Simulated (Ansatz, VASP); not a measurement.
## One calculation of C, two programs

The input INCAR:

```
SYSTEM = C
ALGO = Normal
EDIFF = 1E-6
ENCUT = 520
ISIF = 2
ISMEAR = 0
LASPH = .True.
LCHARG = .True.
LELF = .True.
LREAL = .False.
LVHAR = .True.
LWAVE = .False.
NBANDS = 31
NELM = 80
PREC = Accurate
SIGMA = 0.05
```

Contents of KPOINTS:

```
k-points
0
Gamma
  10 10 3
  0 0 0
```

POSCAR

```
C
1.0
   -2.4912907516      0.0000000000      0.0000000000
   -1.2456453758     -2.1575210791      0.0000000000
   -1.5570567198     -0.8989671163     10.2538776052
C
10
Direct
   -0.6307981907     -0.6307981907      0.8741556576
    0.4312481907      0.4312481907      0.7252443424
    0.0143554378      0.0143554378      0.1257869493
    0.5360945622      0.5360945622      0.4736130507
   -0.0477320790     -0.0477320790      0.2747969895
    0.5981820790      0.5981820790      0.3246030105
   -0.3183557211     -0.3183557211      0.9242937306
    0.1188057211      0.1188057211      0.6751062694
    0.3685726639      0.3685726639      0.0756656066
    0.1818773361      0.1818773361      0.5237343934
```

Input for Ansatz:

```yaml
crystal:
  lattice:
    - [-2.4912907516, 0.0, 0.0]
    - [-1.2456453758, -2.1575210791, 0.0]
    - [-1.5570567198, -0.8989671163, 10.2538776052]
  atoms:
    - { symbol: C, position: [-0.6307981907, -0.6307981907, 0.8741556576] }
    - { symbol: C, position: [0.4312481907, 0.4312481907, 0.7252443424] }
    - { symbol: C, position: [0.0143554378, 0.0143554378, 0.1257869493] }
    - { symbol: C, position: [0.5360945622, 0.5360945622, 0.4736130507] }
    - { symbol: C, position: [-0.047732079, -0.047732079, 0.2747969895] }
    - { symbol: C, position: [0.598182079, 0.598182079, 0.3246030105] }
    - { symbol: C, position: [-0.3183557211, -0.3183557211, 0.9242937306] }
    - { symbol: C, position: [0.1188057211, 0.1188057211, 0.6751062694] }
    - { symbol: C, position: [0.3685726639, 0.3685726639, 0.0756656066] }
    - { symbol: C, position: [0.1818773361, 0.1818773361, 0.5237343934] }
basis:
  ecutwfc: 420
kpoints:
  mp_grid: { grid: [10, 10, 3] }
hamiltonian:
  xc: lda
scf:
  occupations: { method: gaussian, width: 0.05 }
output:
  forces: true
  stress: true
  eigenvalues: true
```

Alike in both runs: task single point; functional LDA; k mesh 10 × 10 × 3; occupations gaussian, width 0.05 eV; no spin polarisation.

```csv
,VASP,Ansatz
version,VASP 6.6.1,Ansatz 0.2.0
potentials or method,"VASP PAW LDA potentials, release 64 (C)","scalar-relativistic, plane waves, PAW"
plane-wave cutoff (eV),520,420
valence electrons in the cell,40,40
```

|  | VASP | Ansatz | Ansatz less VASP |
| --- | --- | --- | --- |
| gap on the k mesh at the Fermi level (eV) | none | none | - |
| pressure (GPa) | 4.9 | 3.4 | -1.58 |
| largest component of the traceless stress (GPa) | 24.70 | 24.74 | +0.043 |
| rms of the force components (eV/Å) | 1.282 | 1.289 | +0.0076 |

Atom by atom the forces differ by 0.010 eV/Å (rms over components). A gap of «none» marks a metal or a gap that the smearing closes.

Caveats: forces of over 1 eV/Å show positions far from the minimum, so gaps and moduli don't describe the material at rest.
